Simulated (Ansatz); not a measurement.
Re: strain and displacement

```yaml
crystal:
  lattice:
    - [0.00000, 1.97500, 1.97500]
    - [1.97500, 0.00000, 1.97500]
    - [1.97500, 1.97500, 0.00000]
  atoms:
    - { symbol: Re, position: [0.00000, 0.00000, 0.00000] }
```

The cell comes from COD entry 1534939, which wasn't checked; take it as a given geometry.

No spin–orbit coupling, which matters for the heavy atoms here.

Method: DFT, PBE, all-electron LAPW, scalar-relativistic in Ansatz 0.2.0.

Sampling and basis: a Γ-centred 14×14×14 k mesh, Fermi–Dirac smearing of 0.03 eV, basis error target 1 meV/atom, no spin polarisation.

The unchanged cell is at -9.03 GPa.

In a metal, stresses and small energies carry noise from the k mesh.

x, y and z are the Cartesian axes of the cell as listed; fractional coordinates follow a strain, and an engineering shear is twice the off-diagonal strain component.

(1) One change gave: energy change +8 meV/atom; stress change (xx, yy, zz, yz, xz, xy) 0.47, 0.47, 0.47, 3.24, 3.24, 3.24 GPa, compression positive. Which change was it?
A. equal xy, yz and zx engineering shear strains of +1 %
B. equal xy, yz and zx engineering shear strains of -3 %
C. equal xy, yz and zx engineering shear strains of +3 %
D. equal xy, yz and zx engineering shear strains of -2 %
E. equal xy, yz and zx engineering shear strains of +2 %
F. equal xy, yz and zx engineering shear strains of -1 %

## Answers

(1) D. For equal xy, yz and zx engineering shear strains of -3 %: energy change +20 meV/atom; stress change (xx, yy, zz, yz, xz, xy) 0.90, 0.90, 0.90, 5.34, 5.34, 5.34 GPa, compression positive. For equal xy, yz and zx engineering shear strains of -1 %: energy change +2 meV/atom; stress change (xx, yy, zz, yz, xz, xy) 0.15, 0.15, 0.15, 1.33, 1.33, 1.33 GPa, compression positive. For equal xy, yz and zx engineering shear strains of +2 %: energy change +9 meV/atom; stress change (xx, yy, zz, yz, xz, xy) 0.51, 0.51, 0.51, -3.57, -3.57, -3.57 GPa, compression positive. For equal xy, yz and zx engineering shear strains of +1 %: energy change +2 meV/atom; stress change (xx, yy, zz, yz, xz, xy) 0.15, 0.15, 0.15, -1.53, -1.53, -1.53 GPa, compression positive. For equal xy, yz and zx engineering shear strains of +3 %: energy change +22 meV/atom; stress change (xx, yy, zz, yz, xz, xy) 1.02, 1.02, 1.02, -5.70, -5.70, -5.70 GPa, compression positive.
